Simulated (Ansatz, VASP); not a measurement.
## Na: VASP beside Ansatz

File INCAR:

```
SYSTEM = Na
PREC     = Accurate       ! precision mode
ENCUT    = 600            ! plane-wave cutoff, eV
EDIFF    = 1E-7           ! SCF threshold, eV
ISMEAR   = -1             ! smearing method
SIGMA    = 0.08           ! smearing width, eV
LREAL    = .FALSE.        ! projectors in reciprocal space
LASPH    = .TRUE.         ! aspherical terms in the spheres
NELM     = 60             ! most SCF steps
ALGO     = Normal         ! electronic algorithm
ISIF     = 4              ! what is computed and relaxed
LWAVE    = .FALSE.        ! write WAVECAR
LCHARG   = .FALSE.        ! write CHGCAR
GGA      = PE             ! functional
IBRION   = 2              ! ionic algorithm
NSW      = 50             ! ionic steps
EDIFFG   = -0.005         ! ionic threshold
```

KPOINTS

```
regular mesh
0
G
  13 13 12
  0 0 0
```

File POSCAR:

```
Na
1.0
    3.1311561192      0.0000000000      0.0000000000
   -1.5655780596      2.7116607425      0.0000000000
    0.0000000000      0.0000000000      2.9432867521
Na
1
Direct
    0.0000000000      0.0000000000      0.0000000000
```

Input for Ansatz:

```yaml
crystal:
  lattice:
    - [3.1311561192, 0.0, 0.0]
    - [-1.5655780596, 2.7116607425, 0.0]
    - [0.0, 0.0, 2.9432867521]
  atoms:
    - { symbol: Na, position: [0.0, 0.0, 0.0] }
kpoints:
  mp_grid: { grid: [13, 13, 12] }
scf:
  occupations: { method: fermi_dirac, width: 0.08 }
hamiltonian:
  xc: pbe
  pseudopotentials: { kind: paw }
output:
  forces: true
  stress: true
relax:
  f_tol: 0.005
  max_steps: 30
  cell: { stress_tol: 0.27, fix: [volume] }
```

Alike in both runs: task relaxation of shape and atoms at fixed volume; functional PBE; k mesh 13 × 13 × 12; occupations fermi-dirac, width 0.08 eV; no spin polarisation.

|  | VASP | Ansatz |
| --- | --- | --- |
| version | VASP 6.6.1 | Ansatz 0.2.0 |
| potentials or method | VASP PAW PBE potentials, release 64 (Na_pv) | PAW with Ansatz's default frozen-core files, scalar-relativistic |
| plane-wave cutoff (eV) | 600 | 420 |
| valence electrons in the cell | 7 | 9 |

|  | VASP | Ansatz | Ansatz less VASP |
| --- | --- | --- | --- |
| relaxed volume (Å³/atom) | 24.99 | 24.99 | 0.000 |
| relaxed cell length with the largest relative difference (Å) | 2.923 | 2.934 | +0.0111 |

The two sets of potentials don't hold the same shells in valence.
